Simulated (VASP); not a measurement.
## BN: cell size and functional

Which functional gives which lattice for BN? The starting structure is a measured crystal structure from the Crystallography Open Database. The first relaxation on each setting starts from this cell expanded by 3 % in volume.

Main program and level: VASP 6.6.1; Kohn-Sham DFT with plane waves and PAW; PBEsol, LDA, PBE, PBEsol + D3(BJ), r2SCAN, r2SCAN + rVV10, optB86b-vdW and AM05.

**1. The starting structure**

It takes space group P6_3/mmc (No. 194, hexagonal). The conventional cell has a = 2.504 Å, b = 2.504 Å, c = 6.661 Å, α = 90.00°, β = 90.00°, γ = 120.00°. Nearest to N lie 3 B at 1.45 Å. Nearest to B lie 3 N at 1.45 Å. Farther neighbours and most contacts between anions are not listed.

As a file:

```cif
data_structure
_symmetry_space_group_name_H-M 'P6_3/mmc'
_symmetry_Int_Tables_number 194
_cell_length_a 2.5040
_cell_length_b 2.5040
_cell_length_c 6.6612
_cell_angle_alpha 90.000
_cell_angle_beta 90.000
_cell_angle_gamma 120.000
_cell_volume 36.17
loop_
_atom_site_label
_atom_site_type_symbol
_atom_site_symmetry_multiplicity
_atom_site_Wyckoff_symbol
_atom_site_fract_x
_atom_site_fract_y
_atom_site_fract_z
_atom_site_occupancy
N1 N 2 d 0.66667 0.33333 0.25000 1
B1 B 2 c 0.66667 0.33333 0.75000 1
```

**2. Relaxation with PBEsol**

PBEsol restores the gradient expansion of exchange and is tuned for the cells of solids.

The input, INCAR:

```
SYSTEM = BN
PREC = Accurate
ENCUT = 520
EDIFF = 1E-06
NELM = 100
ISMEAR = 0
SIGMA = 0.03
LREAL = .FALSE.
ALGO = Normal
GGA = PS
NBANDS = 14
LORBIT = 11
LWAVE = .FALSE.
LCHARG = .FALSE.
KPAR = 8
IBRION = 2
NSW = 50
ISIF = 3
EDIFFG = -0.006
```

The input, POSCAR:

```
BN
1.0
    2.5287835926      0.0000000000      0.0000000000
   -1.2643917963      2.1899908319      0.0000000000
    0.0000000000      0.0000000000      6.7271567647
N B
2 2
Direct
    0.6666666667      0.3333333333      0.2500000000
    0.3333333333      0.6666666667      0.7500000000
    0.6666666667      0.3333333333      0.7500000000
    0.3333333333      0.6666666667      0.2500000000
```

The input, KPOINTS:

```
Automatic mesh
0
Gamma
10 10 4
0 0 0
```

The projector-augmented-wave data sets are N and B (PBE family, release 64).

On the command line:

```sh
$ mpirun -np 8 vasp_std
```

What it wrote:

```text
[banner, memory and clock lines left out]
running    8 mpi-ranks, on    1 nodes
 distrk:  each k-point on    1 cores,    8 groups
 distr:  one band on    1 cores,    1 groups

 POSCAR found type information on POSCAR N B
 POSCAR found :  2 types and       4 ions
|                                                                             |
|           W    W    AA    RRRRR   N    N  II  N    N   GGGG   !!!           |
|           W    W   A  A   R    R  NN   N  II  NN   N  G    G  !!!           |
|           W    W  A    A  R    R  N N  N  II  N N  N  G       !!!           |
|           W WW W  AAAAAA  RRRRR   N  N N  II  N  N N  G  GGG   !            |
|           WW  WW  A    A  R   R   N   NN  II  N   NN  G    G                |
|           W    W  A    A  R    R  N    N  II  N    N   GGGG   !!!           |
|                                                                             |
|     For optimal performance we recommend to set                             |
|       NCORE = 2 up to number-of-cores-per-socket                            |
|     NCORE specifies how many cores store one orbital (NPAR=cpu/NCORE).      |
|     This setting can greatly improve the performance of VASP for DFT.       |
|     The default, NCORE=1 might be grossly inefficient on modern             |
|     multi-core architectures or massively parallel machines. Do your        |
|     Unfortunately you need to use the default for GW and RPA                |
|     calculations (for HF NCORE is supported but not extensively tested      |
|     yet).                                                                   |
|                                                                             |

|                                                                             |
|               ----> ADVICE to this user running VASP <----                  |
|                                                                             |
|     You enforced a specific xc type in the INCAR file but a different       |
|     [... a line on the potential file left out ...]
|     I HOPE YOU KNOW WHAT YOU ARE DOING!                                     |
|                                                                             |

 LDA part: xc-table for (Slater+PW92), standard interpolation
 POSCAR, INCAR and KPOINTS ok, starting setup
 FFT: planning ... GRIDC
 FFT: planning ... GRID_SOFT
 FFT: planning ... GRID
 WAVECAR not read
 entering main loop
       N       E                     dE             d eps       ncg     rms          rms(c)
DAV:   1     0.514687367990E+02    0.51469E+02   -0.80935E+03  1176   0.105E+03
DAV:   2    -0.359778487349E+02   -0.87447E+02   -0.79575E+02  1638   0.238E+02
DAV:   3    -0.397690179722E+02   -0.37912E+01   -0.37698E+01  1560   0.503E+01
DAV:   4    -0.398012859637E+02   -0.32268E-01   -0.32262E-01  1344   0.504E+00
DAV:   5    -0.398016949204E+02   -0.40896E-03   -0.40868E-03  1602   0.542E-01    0.108E+01
DAV:   6    -0.368873374898E+02    0.29144E+01   -0.58582E+00  1428   0.189E+01    0.491E+00
DAV:   7    -0.366239894829E+02    0.26335E+00   -0.44315E-01  1488   0.541E+00    0.302E+00
DAV:   8    -0.365424324464E+02    0.81557E-01   -0.23951E-01  1398   0.340E+00    0.429E-01
DAV:   9    -0.365386806091E+02    0.37518E-02   -0.13888E-02  1314   0.947E-01    0.167E-01
DAV:  10    -0.365392949975E+02   -0.61439E-03   -0.99778E-04  1344   0.253E-01    0.301E-02
DAV:  11    -0.365393786723E+02   -0.83675E-04   -0.78386E-05  1434   0.745E-02    0.198E-02
DAV:  12    -0.365393827286E+02   -0.40563E-05   -0.19527E-05  1326   0.338E-02    0.260E-03
DAV:  13    -0.365393828228E+02   -0.94166E-07   -0.63705E-07  1122   0.651E-03
   1 F= -.36539383E+02 E0= -.36539383E+02  d E =-.365394E+02
[...]
2 F= -.36484747E+02 E0= -.36484747E+02  d E =0.546355E-01
[...]
3 F= -.36559159E+02 E0= -.36559159E+02  d E =-.197765E-01
[...]
4 F= -.36559165E+02 E0= -.36559165E+02  d E =-.197818E-01
[...]
5 F= -.36559297E+02 E0= -.36559297E+02  d E =-.132487E-03
[...]
6 F= -.36559652E+02 E0= -.36559652E+02  d E =-.487689E-03
[...]
7 F= -.36560174E+02 E0= -.36560174E+02  d E =-.100960E-02
 curvature:  -5.76 expect dE=-0.234E-03 dE for cont linesearch -0.215E-03
 ZBRENT: increasing intervall
 opt :  19.1350  next Energy=   -36.560539 (dE=-0.137E-02)
 bond charge predicted
       N       E                     dE             d eps       ncg     rms          rms(c)
DAV:   1    -0.365972817505E+02   -0.37107E-01   -0.10770E+00  1194   0.814E+00    0.908E-01
DAV:   2    -0.365680375285E+02    0.29244E-01   -0.38322E-02  1314   0.171E+00    0.385E-01
DAV:   3    -0.365613815275E+02    0.66560E-02   -0.12221E-02  1452   0.810E-01    0.140E-01
DAV:   4    -0.365606123072E+02    0.76922E-03   -0.14229E-03  1440   0.319E-01    0.492E-02
DAV:   5    -0.365605444859E+02    0.67821E-04   -0.29465E-04  1440   0.135E-01    0.284E-02
DAV:   6    -0.365605459042E+02   -0.14183E-05   -0.28641E-05  1356   0.501E-02    0.252E-03
DAV:   7    -0.365605464781E+02   -0.57391E-06   -0.10773E-06  1102   0.918E-03
   8 F= -.36560546E+02 E0= -.36560546E+02  d E =-.138182E-02
 curvature:  -9.76 expect dE=-0.594E-04 dE for cont linesearch -0.987E-06
 trial: gam= 0.03790 g(F)=  0.318E-47 g(S)=  0.609E-05 ort =-0.409E-05 (trialstep = 0.452E+01)
 search vector abs. value=  0.601E-05
 reached required accuracy - stopping structural energy minimisation
```

Run time: 10 s. Hardware: 8 MPI ranks of Intel Xeon 6975P-C (Granite Rapids), shared host; peak memory 1.4 GiB; 62 s of CPU time.

Lines that name or quote the potential files are left out of all logs, and their timing lines are given in words.

From OUTCAR (step 2):

```text
ion  position               nearest neighbor table
   1  0.667  0.333  0.250-   4 1.46   4 1.46   4 1.46
   2  0.333  0.667  0.750-   3 1.46   3 1.46   3 1.46
   3  0.667  0.333  0.750-   2 1.46   2 1.46   2 1.46
   4  0.333  0.667  0.250-   1 1.46   1 1.46   1 1.46

  LATTYP: Found a hexagonal cell.
 ALAT       =     2.5287835926
 C/A-ratio  =     2.6602342661

 Subroutine GETGRP returns: Found 24 space group operations
 (whereof 12 operations were pure point group operations)

The static configuration has the point symmetry D_3d.
 The point group associated with its full space group is D_6h.

 Found     42 irreducible k-points:

   k-points           NKPTS =     42   k-points in BZ     NKDIM =     42   number of bands    NBANDS=     14

   dimension x,y,z NGX =    20 NGY =   20 NGZ =   50
   dimension x,y,z NGXF=    40 NGYF=   40 NGZF=  100

   ENCUT  =  520.0 eV  38.22 Ry    6.18 a.u.   4.70  4.70 12.51*2*pi/ulx,y,z

   NELECT =      16.0000    total number of electrons

 k-points in reciprocal lattice and weights: Automatic mesh
   0.00000000  0.00000000  0.00000000       0.003
   0.10000000 -0.00000000  0.00000000       0.015
   0.20000000 -0.00000000  0.00000000       0.015
   0.30000000  0.00000000  0.00000000       0.015
   0.40000000  0.00000000  0.00000000       0.015
   0.50000000  0.00000000  0.00000000       0.007
   0.10000000  0.10000000  0.00000000       0.015
   0.20000000  0.10000000  0.00000000       0.030
   0.30000000  0.10000000  0.00000000       0.030
[...]
0.40000000  0.20000000  0.50000000       0.015
   0.30000000  0.30000000  0.50000000       0.015

 average (electrostatic) potential at core
       1 -65.2586       2 -65.2586       3 -29.3740       4 -29.3740

 E-fermi :   2.0353

 k-point     1 :       0.0000    0.0000    0.0000
  band No.  band energies     occupation
    ...
      4      -2.4654      2.00000
      5       0.5630      2.00000
      6       0.5630      2.00000
      7       0.5880      2.00000
      8       0.5880      2.00000
      9       6.7031      0.00000
     10      11.5581      0.00000
     11      13.3802      0.00000
     12      13.3802      0.00000
     13      13.4713      0.00000
    ...

 k-point     2 :       0.1000   -0.0000    0.0000
  band No.  band energies     occupation
    ...
      4      -2.2211      2.00000
      5      -0.2258      2.00000
      6      -0.2075      2.00000
      7       0.1953      2.00000
      8       0.2244      2.00000
      9       7.0515      0.00000
     10      11.4926      0.00000
     11      13.1126      0.00000
     12      13.3484      0.00000
     13      14.0763      0.00000
    ...

 k-point     3 :       0.2000   -0.0000    0.0000
  band No.  band energies     occupation
    ...
      4      -2.1120      2.00000
      5      -2.0832      2.00000
      6      -1.5092      2.00000
      7      -0.6301      2.00000
      8      -0.5940      2.00000
      9       7.9527      0.00000
     10      11.0217      0.00000
     11      12.2448      0.00000
     12      12.6075      0.00000
     13      13.1874      0.00000
    ...

  Total        0.0157577      0.0157577     -0.0028258      0.0000000      0.0000000      0.0000000
  in kB        0.6717667      0.6717667     -0.1204655      0.0000000      0.0000000      0.0000000
  external PRESSURE =       0.4076893 kB  Pullay stress =       0.0000000 kB

  energy-cutoff  :      520.00
  volume of cell :       37.58
      direct lattice vectors                 reciprocal lattice vectors
     2.505681640 -0.000000000  0.000000000     0.399092999  0.230416450  0.000000000
    -1.252840820  2.169983954 -0.000000000     0.000000000  0.460832901  0.000000000
    -0.000000000 -0.000000000  6.911979260    -0.000000000 -0.000000000  0.144676360

 POSITION                                       TOTAL-FORCE (eV/Angst)
 -----------------------------------------------------------------------------------
      1.25284      0.72333      1.72799        -0.000000      0.000000      0.000000
     -0.00000      1.44666      5.18398        -0.000000     -0.000000      0.000000
      1.25284      0.72333      5.18398         0.000000      0.000000      0.000000
     -0.00000      1.44666      1.72799         0.000000     -0.000000      0.000000
 -----------------------------------------------------------------------------------
    total drift:                               -0.000000      0.000000     -0.000000

  FREE ENERGIE OF THE ION-ELECTRON SYSTEM (eV)
  ---------------------------------------------------
  free  energy   TOTEN  =       -36.5605464781 eV

  energy  without entropy=      -36.5605464781  energy(sigma->0) =      -36.56054648

 reached required accuracy - stopping structural energy minimisation

 total charge
# of ion       s       p       d       tot
------------------------------------------
    1        1.220   2.784   0.000   4.005
    2        1.220   2.784   0.000   4.005
    3        0.742   1.424   0.000   2.165
    4        0.742   1.424   0.000   2.165
--------------------------------------------------
tot          3.924   8.417   0.000  12.341

[... 3 further parts left out ...]
```

CONTCAR:

```
BN
   1.00000000000000
     2.5056816396558834   -0.0000000000000000    0.0000000000000000
    -1.2528408198279417    2.1699839537723973   -0.0000000000000000
    -0.0000000000000000   -0.0000000000000000    6.9119792595276524
  N               B
     2     2
Direct
     0.6666666667000030    0.3333333332999970    0.2500000000000000
     0.3333333332999970    0.6666666667000030    0.7500000000000000
     0.6666666667000030    0.3333333332999970    0.7500000000000000
     0.3333333332999970    0.6666666667000030    0.2500000000000000
```

The PAW data sets were made with PBE, which is usual practice but a small mismatch for other functionals. The run keeps the 24 symmetry operations of its start, so it cannot find a distortion of lower symmetry.

With PBEsol the relaxed cell holds 9.396 Å³ an atom, +3.91 % against the measured cell, with a = 2.506 Å and c = 6.912 Å. Pressures at 0.985 and 1.015 times this volume, from two more relaxations that aren't shown, give a bulk modulus of 12.2 GPa.

**3. Relaxation with LDA**

LDA, the lowest rung, knows the local density alone. This run starts from the cell of an earlier relaxation, which isn't shown; the restart sets up the plane waves anew.

Changes to INCAR since step 2:

```diff
@@ -9,3 +9,3 @@
 ALGO = Normal
-GGA = PS
+GGA = CA
 NBANDS = 14
```

The input, POSCAR:

```
BN
1.0
    2.4906383735      0.0000000000      0.0000000000
   -1.2453191868      2.1569561032      0.0000000000
    0.0000000000      0.0000000000      6.4667276839
N B
2 2
Direct
    0.6666666667      0.3333333333      0.2500000000
    0.3333333333      0.6666666667      0.7500000000
    0.6666666667      0.3333333333      0.7500000000
    0.3333333333      0.6666666667      0.2500000000
```

KPOINTS is that of step 2.

Potentials, in the order of the species: N and B (LDA family, release 64).

On the command line:

```sh
$ mpirun -np 8 vasp_std
```

What it wrote:

```text
[banner, memory and clock lines left out]
running    8 mpi-ranks, on    1 nodes
[...]
[... a notice as in an earlier step ...]

 LDA part: xc-table for (Slater(with rela. corr.)+CA(PZ))
 , standard interpolation
 POSCAR, INCAR and KPOINTS ok, starting setup
[...]
entering main loop
       N       E                     dE             d eps       ncg     rms          rms(c)
DAV:   1     0.498134013850E+02    0.49813E+02   -0.80172E+03  1176   0.105E+03
DAV:   2    -0.392892566690E+02   -0.89103E+02   -0.81033E+02  1650   0.230E+02
DAV:   3    -0.426029301862E+02   -0.33137E+01   -0.32924E+01  1590   0.441E+01
DAV:   4    -0.426246992088E+02   -0.21769E-01   -0.21761E-01  1338   0.411E+00
[...]
DAV:  10    -0.385806700567E+02    0.32020E-04   -0.61655E-04  1452   0.207E-01    0.245E-02
DAV:  11    -0.385806834734E+02   -0.13417E-04   -0.25266E-05  1398   0.444E-02    0.175E-02
DAV:  12    -0.385806829645E+02    0.50898E-06   -0.62766E-06  1344   0.192E-02
   1 F= -.38580683E+02 E0= -.38580683E+02  d E =-.385807E+02
[...]
reached required accuracy - stopping structural energy minimisation
```

It took 2.2 s on 8 MPI ranks; peak memory 1.1 GiB.

OUTCAR, selected parts (step 3):

```text
  Total        0.0027638      0.0027638     -0.0165272     -0.0000000      0.0000000      0.0000000
  in kB        0.1274636      0.1274636     -0.7622086     -0.0000000      0.0000000      0.0000000
  external PRESSURE =      -0.1690938 kB  Pullay stress =       0.0000000 kB

 POSITION                                       TOTAL-FORCE (eV/Angst)
 -----------------------------------------------------------------------------------
      1.24532      0.71899      1.61668        -0.000000      0.000000      0.000000
     -0.00000      1.43797      4.85005         0.000000     -0.000000      0.000000
      1.24532      0.71899      4.85005        -0.000000      0.000000      0.000000
     -0.00000      1.43797      1.61668         0.000000     -0.000000      0.000000
 -----------------------------------------------------------------------------------
    total drift:                               -0.000000      0.000000     -0.000000

  FREE ENERGIE OF THE ION-ELECTRON SYSTEM (eV)
  ---------------------------------------------------
  free  energy   TOTEN  =       -38.5806829645 eV

  energy  without entropy=      -38.5806829645  energy(sigma->0) =      -38.58068296

[... 2 parts as in an earlier step ...]

[... 2 further parts left out ...]
[key lines of the parts left out:]
E-fermi :   2.7076
```

With LDA the relaxed cell holds 8.685 Å³ an atom, -3.95 % against the measured cell, with a = 2.491 Å and c = 6.467 Å. That is -7.56 % from PBEsol. Pressures at 0.985 and 1.015 times this volume, from two more relaxations that aren't shown, give a bulk modulus of 27.9 GPa.

**4. Relaxation with PBE**

PBE, the usual starting point, adds the gradient of the density. This run starts from the cell of an earlier relaxation, which isn't shown; the restart sets up the plane waves anew.

Changes to INCAR since step 3:

```diff
@@ -9,3 +9,3 @@
 ALGO = Normal
-GGA = CA
+GGA = PE
 NBANDS = 14
```

The input, POSCAR:

```
BN
1.0
    2.5126621977      0.0000000000      0.0000000000
   -1.2563310988      2.1760292944      0.0000000000
    0.0000000000      0.0000000000      7.3353148059
N B
2 2
Direct
    0.6666666667      0.3333333333      0.2500000000
    0.3333333333      0.6666666667      0.7500000000
    0.6666666667      0.3333333333      0.7500000000
    0.3333333333      0.6666666667      0.2500000000
```

KPOINTS is that of step 3.

PAW data sets: N and B (PBE family, release 64).

On the command line:

```sh
$ mpirun -np 8 vasp_std
```

What it wrote:

```text
[banner, memory and clock lines left out]
running    8 mpi-ranks, on    1 nodes
[...]
[... a notice as in an earlier step ...]

 LDA part: xc-table for (Slater+PW92), standard interpolation
 POSCAR, INCAR and KPOINTS ok, starting setup
[...]
entering main loop
       N       E                     dE             d eps       ncg     rms          rms(c)
DAV:   1     0.599510832959E+02    0.59951E+02   -0.79961E+03  1176   0.104E+03
DAV:   2    -0.343372183714E+02   -0.94288E+02   -0.85252E+02  1574   0.239E+02
DAV:   3    -0.387619897801E+02   -0.44248E+01   -0.43972E+01  1548   0.530E+01
DAV:   4    -0.388048658513E+02   -0.42876E-01   -0.42867E-01  1380   0.578E+00
[...]
DAV:  11    -0.351898883440E+02   -0.15574E-03   -0.14711E-04  1446   0.104E-01    0.270E-02
DAV:  12    -0.351898981409E+02   -0.97970E-05   -0.36215E-05  1290   0.458E-02    0.413E-03
DAV:  13    -0.351898983365E+02   -0.19560E-06   -0.13144E-06  1230   0.958E-03
   1 F= -.35189898E+02 E0= -.35189898E+02  d E =-.351899E+02
[... from here on, the cycles between the ionic steps are left out ...]
   2 F= -.35190244E+02 E0= -.35190244E+02  d E =-.345827E-03
   3 F= -.35191021E+02 E0= -.35191021E+02  d E =-.112270E-02
   4 F= -.35191415E+02 E0= -.35191415E+02  d E =-.151666E-02
   5 F= -.35191456E+02 E0= -.35191456E+02  d E =-.412413E-04
   6 F= -.35191577E+02 E0= -.35191577E+02  d E =-.162087E-03
   7 F= -.35191811E+02 E0= -.35191811E+02  d E =-.395508E-03
   8 F= -.35192244E+02 E0= -.35192244E+02  d E =-.829049E-03
   9 F= -.35192977E+02 E0= -.35192977E+02  d E =-.156241E-02
  10 F= -.35193901E+02 E0= -.35193901E+02  d E =-.248571E-02
  11 F= -.35193438E+02 E0= -.35193438E+02  d E =-.202260E-02
  12 F= -.35194106E+02 E0= -.35194106E+02  d E =-.269081E-02
  13 F= -.35194314E+02 E0= -.35194314E+02  d E =-.208433E-03
  14 F= -.35194426E+02 E0= -.35194426E+02  d E =-.319873E-03
[...]
reached required accuracy - stopping structural energy minimisation
```

Run time: 19 s. Hardware: 8 MPI ranks; peak memory 1.6 GiB; 2 min of CPU time.

Parts of OUTCAR (step 4):

```text
  Total       -0.0166648     -0.0166648     -0.0001254     -0.0000000     -0.0000000      0.0000000
  in kB       -0.6319463     -0.6319463     -0.0047560     -0.0000000     -0.0000000      0.0000000
  external PRESSURE =      -0.4228829 kB  Pullay stress =       0.0000000 kB

 POSITION                                       TOTAL-FORCE (eV/Angst)
 -----------------------------------------------------------------------------------
      1.25648      0.72543      1.93139         0.000000      0.000000      0.000000
     -0.00000      1.45086      5.79416        -0.000000     -0.000000      0.000000
      1.25648      0.72543      5.79416        -0.000000      0.000000      0.000000
     -0.00000      1.45086      1.93139         0.000000     -0.000000      0.000000
 -----------------------------------------------------------------------------------
    total drift:                                0.000000     -0.000000      0.000000

  FREE ENERGIE OF THE ION-ELECTRON SYSTEM (eV)
  ---------------------------------------------------
  free  energy   TOTEN  =       -35.1944256734 eV

  energy  without entropy=      -35.1944256734  energy(sigma->0) =      -35.19442567

[... 2 parts as in an earlier step ...]

[... 2 further parts left out ...]
[key lines of the parts left out:]
E-fermi :   1.1572
```

Logs of long relaxations may skip ionic steps without a mark.

With PBE the relaxed cell holds 10.563 Å³ an atom, +16.81 % against the measured cell, with a = 2.513 Å and c = 7.726 Å. That is +12.42 % from PBEsol.

(Part 1 of 3 ends here.)

[Lines on the potential files, build, host, timing and source positions are cut from VASP's logs without a mark.]

[Logs are printed without paths, hosts, clocks, repeated set-up lines and the standing remarks that a program may print on its own settings, such as how far it seeks lower states.]

[Hosts, paths, dates, database ids (printed as entryN), source tags and the programs' standing remarks are cut or masked in the printed files.]
